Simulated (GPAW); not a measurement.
The system is Ag.

```
Ag
1.0
     0.00000    2.04275    2.04275
     2.04275    0.00000    2.04275
     2.04275    2.04275    0.00000
Ag
1
Direct
  0.00000 0.00000 0.00000
```

- Program: GPAW 26.7.0
- Task: relaxation of cell and atoms
- Functional: PBEsol
- Potentials or basis: PAW data sets generated in the run's folder for this functional
- Cutoff: 600 eV
- Basis: pw
- k mesh: 11 × 11 × 11
- Occupations: fermi-dirac, width 0.05 eV
- Spin: no spin polarisation

At the start: pressure -2.9 GPa; volume 17.05 Å³/atom.

Task: How do energy, volume and symmetry change on relaxing?

Result: Over 3 steps the energy falls by 4.1 meV/atom and the volume is 16.60 Å³/atom (-2.6 %); space group Fm-3m (No. 225, to 0.05 Å).

Step by step:
| step | energy change (eV) | largest force (eV/Å) | pressure (GPa) | volume (Å³) |
| --- | --- | --- | --- | --- |
| 1 | 0.0000 | 0.0000 | -2.87 | 17.05 |
| 2 | -0.0031 | 0.0000 | -1.46 | 16.83 |
| 3 | -0.0041 | 0.0000 | 0.08 | 16.60 |

Final structure:
```xyz
1
Lattice="0.0000 2.0249 2.0249 2.0249 0.0000 2.0249 2.0249 2.0249 0.0000" Properties=species:S:1:pos:R:3 pbc="T T T"
Ag    0.0000    0.0000    0.0000
```

Caveat: later steps reuse the first step's grids.
